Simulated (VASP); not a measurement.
# H: single point with PBE

H:

```
CELL_PARAMETERS angstrom
14.00000 0.00000 0.00000
0.00000 14.50000 0.00000
0.00000 0.00000 15.00000
ATOMIC_POSITIONS crystal
H 0.50000 0.50000 0.50000
```

| Item | Value |
| --- | --- |
| Program | VASP 6.6.1 |
| Task | single point |
| Functional | PBE |
| Potentials or basis | VASP PAW PBE potentials, release 64 (H) |
| Cutoff | 450 eV |
| k mesh | 1 × 1 × 1 |
| Occupations | gaussian, width 0.005 eV |
| Spin | collinear spin, ferromagnetic start |
| Starting moments | [1.0] μB |

```
Gap between the frontier levels                       : 7.46 eV
Net moment                                            : 1.00 μB per cell
Site moments                                          : H +0.38 μB
Valence electrons inside the program's atomic spheres : H 0.38
```

Levels at points of the mesh, in eV from the valence-band top:
Spin up:
```csv
k point,band 1,band 2,band 3,band 4,band 5,band 6
"(0.00, 0.00, 0.00)",0.00,7.46,7.98,8.00,8.03,8.10
```
Spin down:
```
           k point  band 1  band 2  band 3
(0.00, 0.00, 0.00)    7.61    8.27    8.27
```

Run time: 120 s on 2 MPI ranks on Intel(R) Xeon(R) 6975P-C (Granite Rapids), on a shared host, peak memory 1.3 GiB a rank.
